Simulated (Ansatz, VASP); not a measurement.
## SnSe in VASP and in Ansatz

```
CELL_PARAMETERS angstrom
0.00000 2.94665 2.94665
2.94665 0.00000 2.94665
2.94665 2.94665 0.00000
ATOMIC_POSITIONS crystal
Sn 0.00000 0.00000 0.00000
Se 0.50000 0.50000 0.50000
```

Alike in both runs: functional LDA; k mesh 8 × 8 × 8; occupations gaussian, width 0.02 eV; no spin polarisation.

Ansatz relaxed the structure, and its values are those at the end. VASP's run is a single point on that final structure, the one shown.

|  | VASP | Ansatz |
| --- | --- | --- |
| version | VASP 6.6.1 | Ansatz 0.2.0 |
| potentials or method | VASP PAW LDA potentials, release 64 (Sn_d, Se) | scalar-relativistic, plane waves, PAW |
| plane-wave cutoff (eV) | 520 | 420 |
| valence electrons in the cell | 20 | 30 |

```csv
,VASP,Ansatz,Ansatz less VASP
gap on the k mesh at the Fermi level (eV),0.77,0.78,+0.010
least direct gap on the mesh (eV),0.92,0.89,-0.021
pressure (GPa),0.1,0.0,-0.14
```

The two sets of potentials don't hold the same shells in valence.

Caveats: spin-orbit coupling is left out, which moves the levels of the heavy elements. A k mesh can miss the band edges.
